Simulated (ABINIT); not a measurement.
# Bi (P-1) in ABINIT: convergence with k mesh

Aim: find how far k mesh must go before the results for Bi settle, at PBE. This setting moves, with any that are tied to it; all else stays.

Program: ABINIT 10.8.3 (patched build). These are calculated values, not measurements. Logs are shortened: lines on timing, memory, paths and dates and some standing lists are left out, and cuts for length are marked. The log counts tension as positive stress, the text compression.

## 1. The cell of the first run

The typed cell holds 1 atom: a = 3.435 Å, b = 3.411 Å, c = 3.481 Å, α = 107.43°, β = 111.24°, γ = 110.38°.

This isn't the form of Bi at room conditions, which is rhombohedral.

The cell isn't the ideal one: cell strained at random at fixed volume.

## 2. With k mesh 2 × 2 × 2

File run.abi:

```
# Pseudopotentials
pp_dirpath "./"
pseudos "Bi.GGA_PBE-JTH.xml"

# Structure
acell 3*1.0 Angstrom
rprim
    -2.0510920000     1.9322640000     1.9637210000
     2.0091320000    -1.9541400000     1.9436370000
     2.0699580000     1.9730060000    -1.9855970000
ntypat 1
znucl 83
natom 1
typat 1
xred
    -0.0137770000    -0.0173050000    -0.0196660000
chkprim 0
chksymtnons 0
tolsym 1.0e-6

# Plane-wave basis
ecut 598.650497 eV
pawecutdg 44.0
pawxcdev 0

# k points
kptopt 1
ngkpt 2 2 2
nshiftk 1
shiftk 0.0 0.0 0.0

# Exchange and correlation
ixc 11

# Bands and occupations
nband 12
occopt 6
tsmear 0.1 eV

# SCF cycle
nstep 100
tolvrs 1.0e-9

# Output
iomode 3
prtwf 0
prtden 0
prteig 0
prtebands 0
enunit 2
```

Potentials or basis: JTH PAW PBE v2.0.

Launch:

```sh
$ abinit run.abi > log 2>&1
```

Run time: 4.4 s. Hardware: 1 thread of Arm Neoverse V1, shared host; peak memory 0.09 GiB.

Results (log left out):

* Free energy: -1963.5619 eV
* Pressure: -0.4 GPa
* Band gap on the k mesh: none (metal or under the smearing width)
* Valence electrons inside the program's atomic spheres: Bi 12.17 (radii [1.2765] Å)

## 3. With k mesh 3 × 3 × 3

run.abi: that of step 2 with these lines changed.

```diff
@@ -27,3 +27,3 @@
 kptopt 1
-ngkpt 2 2 2
+ngkpt 3 3 3
 nshiftk 1
```

Potentials or basis: JTH PAW PBE v2.0.

Launch:

```sh
$ abinit run.abi > log 2>&1
```

Wall time 8 s (1 thread of Arm Neoverse V1, shared host); peak memory 0.1 GiB.

The run converged. Its results:

```yaml
Free_energy: -1963.8114 eV
Pressure: 0.1 GPa
Band_gap_on_the_k_mesh: none (metal or under the smearing width)
Valence_electrons_inside_the_program's_atomic_spheres: Bi 12.13 (radii [1.2765] Å)
```

## 4. With k mesh 4 × 4 × 4

run.abi: that of step 3 with these lines changed.

```diff
@@ -27,3 +27,3 @@
 kptopt 1
-ngkpt 3 3 3
+ngkpt 4 4 4
 nshiftk 1
```

Launch:

```sh
$ abinit run.abi > log 2>&1
```

Run time: 14 s. Hardware: 1 thread of Arm Neoverse V1, shared host; peak memory 0.11 GiB.

Results (log left out):

- Free energy: -1963.1795 eV
- Pressure: 1.8 GPa
- Band gap on the k mesh: none (metal or under the smearing width)
- Valence electrons inside the program's atomic spheres: Bi 12.12 (radii [1.2765] Å)

## 5. With k mesh 5 × 5 × 5

run.abi: that of step 4 with these lines changed.

```diff
@@ -27,3 +27,3 @@
 kptopt 1
-ngkpt 4 4 4
+ngkpt 5 5 5
 nshiftk 1
```

Launch:

```sh
$ abinit run.abi > log 2>&1
```

Wall time 23 s (1 thread of Arm Neoverse V1, shared host); peak memory 0.12 GiB.

The run converged. Its results:

- Free energy: -1963.2090 eV
- Pressure: 0.5 GPa
- Band gap on the k mesh: none (metal or under the smearing width)
- Valence electrons inside the program's atomic spheres: Bi 12.12 (radii [1.2765] Å)

## 6. With k mesh 7 × 7 × 7

run.abi: that of step 5 with these lines changed.

```diff
@@ -27,3 +27,3 @@
 kptopt 1
-ngkpt 5 5 5
+ngkpt 7 7 7
 nshiftk 1
```

Potentials or basis: JTH PAW PBE v2.0.

Launch:

```sh
$ abinit run.abi > log 2>&1
```

Wall time 60 s (1 thread of Arm Neoverse V1, shared host); peak memory 0.17 GiB.

Results (log left out):

- Free energy: -1963.2551 eV
- Pressure: 1.8 GPa
- Band gap on the k mesh: none (metal or under the smearing width)
- Valence electrons inside the program's atomic spheres: Bi 12.13 (radii [1.2765] Å)

## 7. With k mesh 8 × 8 × 8

run.abi: that of step 6 with these lines changed.

```diff
@@ -27,3 +27,3 @@
 kptopt 1
-ngkpt 7 7 7
+ngkpt 8 8 8
 nshiftk 1
```

Launch:

```sh
$ abinit run.abi > log 2>&1
```

Run time: 89 s. Hardware: 1 thread of Arm Neoverse V1, shared host; peak memory 0.21 GiB.

It converged, with:

```
Free energy                                           : -1963.2555 eV
Pressure                                              : 0.7 GPa
Band gap on the k mesh                                : none (metal or under the smearing width)
Valence electrons inside the program's atomic spheres : Bi 12.12 (radii [1.2765] Å)
```

## 8. With k mesh 9 × 9 × 9

run.abi: that of step 7 with these lines changed.

```diff
@@ -27,3 +27,3 @@
 kptopt 1
-ngkpt 8 8 8
+ngkpt 9 9 9
 nshiftk 1
```

Launch:

```sh
$ abinit run.abi > log 2>&1
```

Wall time 2.1 min (1 thread of Arm Neoverse V1, shared host); peak memory 0.27 GiB.

Results (log left out):

```yaml
Free_energy: -1963.2979 eV
Pressure: 0.9 GPa
Band_gap_on_the_k_mesh: none (metal or under the smearing width)
Valence_electrons_inside_the_program's_atomic_spheres: Bi 12.13 (radii [1.2765] Å)
```

## 9. With k mesh 11 × 11 × 11

run.abi: that of step 8 with these lines changed.

```diff
@@ -27,3 +27,3 @@
 kptopt 1
-ngkpt 9 9 9
+ngkpt 11 11 11
 nshiftk 1
```

Potentials or basis: JTH PAW PBE v2.0.

Launch:

```sh
$ abinit run.abi > log 2>&1
```

Run time: 3.8 min. Hardware: 1 thread of Arm Neoverse V1, shared host; peak memory 0.41 GiB.

It converged, with:

| Item | Value |
| --- | --- |
| Free energy | -1963.2835 eV |
| Pressure | 1.0 GPa |
| Band gap on the k mesh | none (metal or under the smearing width) |
| Valence electrons inside the program's atomic spheres | Bi 12.12 (radii [1.2765] Å) |

## 10. With k mesh 14 × 14 × 14

run.abi: that of step 9 with these lines changed.

```diff
@@ -27,3 +27,3 @@
 kptopt 1
-ngkpt 11 11 11
+ngkpt 14 14 14
 nshiftk 1
```

Potentials or basis: JTH PAW PBE v2.0.

Launch:

```sh
$ abinit run.abi > log 2>&1
```

run.abo:

```text
.Version 10.8.3 of ABINIT
 Symmetries : space group P-1 (#  2); Bravais aP (primitive triclinic)
================================================================================
 Values of the parameters that define the memory need of the present run
     intxc =       0    ionmov =       0      iscf =      17    lmnmax =      18
     lnmax =       6     mgfft =      30  mpssoang =       3    mqgrid =    3001
     natom =       1  nloc_mem =       2    nspden =       1   nspinor =       1
    nsppol =       1      nsym =       2    n1xccc =       1    ntypat =       1
    occopt =       6   xclevel =       2
       mpw =        1054          nfft =       27000          nkpt =        1376
 PAW method is used; the additional fine FFT grid is defined by:
   mgfftf=        40    nfftf =     64000
================================================================================
================================================================================

--------------------------------------------------------------------------------
------------- Echo of variables that govern the present computation ------------
--------------------------------------------------------------------------------
 -outvars: echo values of preprocessed input variables --------
            acell      1.8897261259E+00  1.8897261259E+00  1.8897261259E+00 Bohr
              amu      2.08980370E+02
          chkprim           0
      chksymtnons           0
             ecut      2.20000000E+01 Hartree
           enunit           2
                       outvar_i_n : Printing only first  50 k-points.
              ixc          11
                       outvar_i_n : Printing only first  50 k-points.
         kptrlatt       14    0    0      0   14    0      0    0   14
          kptrlen      9.01563461E+01
            natom           1
            nband          12
            ngfft          30      30      30
          ngfftdg          40      40      40
             nkpt        1376
            nstep         100
             nsym           2
           ntypat           1
                       prtocc : prtvol=0, do not print more k-points.
           occopt           6
        pawecutdg      4.40000000E+01 Hartree
         pawxcdev           0
           prtden           0
        prtebands           0
           prteig           0
            prtwf           0
            rprim     -2.0510920000E+00  1.9322640000E+00  1.9637210000E+00
                       2.0091320000E+00 -1.9541400000E+00  1.9436370000E+00
                       2.0699580000E+00  1.9730060000E+00 -1.9855970000E+00
          spgroup           2
           tolsym      1.00000000E-06
           tolvrs      1.00000000E-09
           tsmear      3.67493222E-03 Hartree
            typat      1
           useylm           1
                       outvars : Printing only first  50 k-points.
           xangst     -4.7217928804E-02 -3.1605544424E-02 -2.1640071900E-02
            xcart     -8.9228953672E-02 -5.9725823022E-02 -4.0893809236E-02
             xred     -1.3777000000E-02 -1.7305000000E-02 -1.9666000000E-02
            znucl       83.00000

================================================================================

 chkinp: Checking input parameters for consistency.

[... 108 lines left out ...]
      -0.013777000000     -0.017305000000     -0.019666000000
 rms dE/dt=  0.0000E+00; max dE/dt=  0.0000E+00; dE/dt below (all hartree)
    1       0.000000000000      0.000000000000      0.000000000000

 cartesian coordinates (angstrom) at end:
    1     -0.04721792880400    -0.03160554442400    -0.02164007190000

 cartesian forces (hartree/bohr) at end:
    1     -0.00000000000000    -0.00000000000000    -0.00000000000000
 frms,max,avg= 0.0000000E+00 0.0000000E+00   0.000E+00  0.000E+00  0.000E+00 h/b

 cartesian forces (eV/Angstrom) at end:
    1     -0.00000000000000    -0.00000000000000    -0.00000000000000
 frms,max,avg= 0.0000000E+00 0.0000000E+00   0.000E+00  0.000E+00  0.000E+00 e/A
 length scales=  1.889726125908  1.889726125908  1.889726125908 bohr
              =  1.000000000000  1.000000000000  1.000000000000 angstroms
 Fermi (or HOMO) energy (hartree) =   0.28854   Average Vxc (hartree)=  -0.35045
 Eigenvalues (hartree) for nkpt=1376  k points:
 kpt#   1, nband= 12, wtk=  0.00036, kpt=  0.0000  0.0000  0.0000 (reduced coord)
  -0.55684   -0.55661   -0.55583   -0.55211   -0.55149   -0.20694    0.46852    0.48056
   0.48351    0.62254    0.66611    0.68327
      occupation numbers for kpt#   1
   2.00000    2.00000    2.00000    2.00000    2.00000    2.00000    0.00000    0.00000
   0.00000    0.00000    0.00000    0.00000
 prteigrs : prtvol=0 or 1, do not print more k-points.

 Fermi (or HOMO) energy (eV) =   7.85149   Average Vxc (eV)=  -9.53615
 Eigenvalues (   eV  ) for nkpt=1376  k points:
 kpt#   1, nband= 12, wtk=  0.00036, kpt=  0.0000  0.0000  0.0000 (reduced coord)
 -15.15228  -15.14609  -15.12479  -15.02380  -15.00676   -5.63101   12.74908   13.07661
  13.15709   16.94021   18.12566   18.59260
 prteigrs : prtvol=0 or 1, do not print more k-points.

--- !EnergyTerms
iteration_state     : {dtset: 1, }
comment             : Components of total free energy in Hartree
kinetic             :  4.67820964746878E+00
hartree             :  1.75773909365666E+01
xc                  : -2.53507118476418E+00
Ewald energy        : -5.46655932319063E+01
psp_core            :  1.99756985820169E+00
local_psp           : -5.90955197400042E+01
PAW spherical_terms :  1.98936723210561E+01
internal            : -7.21493413933815E+01
'-kT*entropy'       :  3.30825931156052E-06
total_energy        : -7.21493380851222E+01
total_energy_eV     : -1.96328350602613E+03
...

--- !EnergyTermsDC
iteration_state     : {dtset: 1, }
comment             : '"Double-counting" decomposition of free energy'
band_energy         : -5.14170714948708E+00
Ewald energy        : -5.46655932319063E+01
psp_core            :  1.99756985820169E+00
xc_dc               : -1.72606704274671E+01
PAW spherical_terms :  2.92105681910162E+00
internal            : -7.21493441315572E+01
'-kT*entropy'       :  3.30825931156052E-06
total_energy_dc     : -7.21493408232979E+01
total_energy_dc_eV  : -1.96328358053568E+03
...

--- !EnergyTermsWithPAWCore
iteration_state     : {dtset: 1, }
comment             : 'Components of total free energy, including PAW core contributions'
Total energy        : -2.15309072633813E+04
Total energy DC     : -2.15309072661195E+04
Total energy (eV)   : -5.85885833770267E+05
Total energy DC (eV): -5.85885833844777E+05
...

 Cartesian components of stress tensor (hartree/bohr^3)
  sigma(1 1)= -2.18868845E-05  sigma(3 2)= -6.89256994E-06
  sigma(2 2)= -2.95088088E-05  sigma(3 1)= -1.75325001E-05
  sigma(3 3)= -2.80439711E-05  sigma(2 1)=  7.08190158E-06

-Cartesian components of stress tensor (GPa)         [Pressure=  7.7907E-01 GPa]
- sigma(1 1)= -6.43934372E-01  sigma(3 2)= -2.02786409E-01
- sigma(2 2)= -8.68179130E-01  sigma(3 1)= -5.15823961E-01
- sigma(3 3)= -8.25082117E-01  sigma(2 1)=  2.08356738E-01

== END DATASET(S) ==============================================================
================================================================================

 -outvars: echo values of variables after computation  --------
            acell      1.8897261259E+00  1.8897261259E+00  1.8897261259E+00 Bohr
           etotal     -7.2149340823E+01
            fcart     -0.0000000000E+00 -0.0000000000E+00 -0.0000000000E+00
            rprim     -2.0510920000E+00  1.9322640000E+00  1.9637210000E+00
                       2.0091320000E+00 -1.9541400000E+00  1.9436370000E+00
                       2.0699580000E+00  1.9730060000E+00 -1.9855970000E+00
           strten     -2.1886884452E-05 -2.9508808832E-05 -2.8043971136E-05
                      -6.8925699414E-06 -1.7532500074E-05  7.0819015777E-06
           xangst     -4.7217928804E-02 -3.1605544424E-02 -2.1640071900E-02
             xred     -1.3777000000E-02 -1.7305000000E-02 -1.9666000000E-02
 Calculation completed.
```

Run time: 7.7 min. Hardware: 1 thread of Arm Neoverse V1, shared host; peak memory 0.75 GiB.

Results:

* Free energy: -1963.2836 eV
* Pressure: 0.8 GPa
* Band gap on the k mesh: none (metal or under the smearing width)
* Valence electrons inside the program's atomic spheres: Bi 12.12 (radii [1.2765] Å)

## 11. Result

| k mesh | energy less the tightest run (meV/atom) | pressure (GPa) | SCF cycles | CPU time (s) | peak memory (GiB) |
| --- | --- | --- | --- | --- | --- |
| 2 × 2 × 2 | -278.35 | -0.37 | 12 | 4.4 | 0.09 |
| 3 × 3 × 3 | -527.83 | 0.11 | 12 | 8 | 0.1 |
| 4 × 4 × 4 | 104.09 | 1.84 | 11 | 14 | 0.11 |
| 5 × 5 × 5 | 74.60 | 0.51 | 10 | 23 | 0.12 |
| 7 × 7 × 7 | 28.50 | 1.80 | 10 | 60 | 0.17 |
| 8 × 8 × 8 | 28.09 | 0.66 | 10 | 89 | 0.21 |
| 9 × 9 × 9 | -14.28 | 0.91 | 10 | 130 | 0.27 |
| 11 × 11 × 11 | 0.09 | 0.97 | 10 | 230 | 0.41 |
| 14 × 14 × 14 | 0.00 | 0.78 | 10 | 460 | 0.75 |

Against the tightest run, the energy stays within 1 meV/atom from 11 × 11 × 11 on. Not settled before the last step: the pressure (to 0.1 GPa). Meshes of other sizes hit other points, so gaps and Fermi surfaces needn't settle smoothly. The tightest run that finished is the yardstick and may itself not be fully converged.

Caveats: spin-orbit coupling is left out, which moves the levels of the heavy elements.
